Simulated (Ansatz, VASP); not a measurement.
## One calculation of Rh, two programs

INCAR

```
SYSTEM = Rh
ALGO = Normal ; EDIFF = 1E-6
ENCUT = 520 ; GGA = PS
ISIF = 2 ; ISMEAR = -1
LASPH = .TRUE. ; LCHARG = .TRUE.
LELF = .TRUE. ; LREAL = .FALSE.
LVHAR = .TRUE. ; LWAVE = .FALSE.
NBANDS = 30 ; NELM = 60
PREC = Accurate ; SIGMA = 0.1
```

The input KPOINTS:

```
k-points
0
G
  10 10 13
  0 0 0
```

POSCAR

```
Rh
1.0
    4.3927441251      0.0000000000      0.0000000000
   -2.1963720626      3.8042280046      0.0000000000
    0.0000000000      0.0000000000      2.6938778654
Rh
3
Direct
    0.0000000000      0.0000000000      0.0000000000
    0.3333333333      0.6666666667      0.5000000000
    0.6666666667      0.3333333333      0.5000000000
```

Input for Ansatz:

```yaml
crystal:
  lattice:
    - [4.3927441251, 0.0, 0.0]
    - [-2.1963720626, 3.8042280046, 0.0]
    - [0.0, 0.0, 2.6938778654]
  atoms:
    - { symbol: Rh, position: [0.0, 0.0, 0.0] }
    - { symbol: Rh, position: [0.3333333333, 0.6666666667, 0.5] }
    - { symbol: Rh, position: [0.6666666667, 0.3333333333, 0.5] }
hamiltonian:
  xc: pbesol
  pseudopotentials:
    kind: paw
    azcp:
      Rh: "pseudopotentials/Rh.paw.azcp"
basis:
  ecutwfc: 420
  fft_grid_basis: typed
kpoints:
  mp_grid: { grid: [10, 10, 13], shift: [0, 0, 0] }
magnetization:
  spin_polarized: false
scf:
  occupations: { method: fermi_dirac, width: 0.1 }
  lower_state_search: "off"
output:
  stress: true
  write_density: true
  write_potential: true
  elf: true
  volumetric_format: npy
```

Alike in both runs: task single point; functional PBEsol; k mesh 10 × 10 × 13; occupations fermi-dirac, width 0.1 eV; no spin polarisation.

|  | VASP | Ansatz |
| --- | --- | --- |
| version | VASP 6.6.1 | Ansatz 0.2.0 |
| potentials or method | VASP PAW PBE potentials, release 64 (Rh_pv) | plane waves (420 eV) with PAW, scalar-relativistic |
| plane-wave cutoff (eV) | 520 | 420 |
| valence electrons in the cell | 45 | 51 |

Ansatz gave:

* pressure (GPa): -17.3
* largest component of the traceless stress (GPa): 0.35

Task: Estimate VASP's values.

Result: Pressure (GPa): -17.4; largest component of the traceless stress (GPa): 0.30.

The functional is the same, so the differences come from potentials, cutoffs and numerics. The two sets of potentials don't hold the same shells in valence. Ansatz warned: «pseudo_functional_mismatch».

Caveats: so large a pressure means that the cell lies far from this level's equilibrium, or that cutoff or potentials fall short (VASP); the potentials were made for another functional, which shifts forces and pressure (VASP).
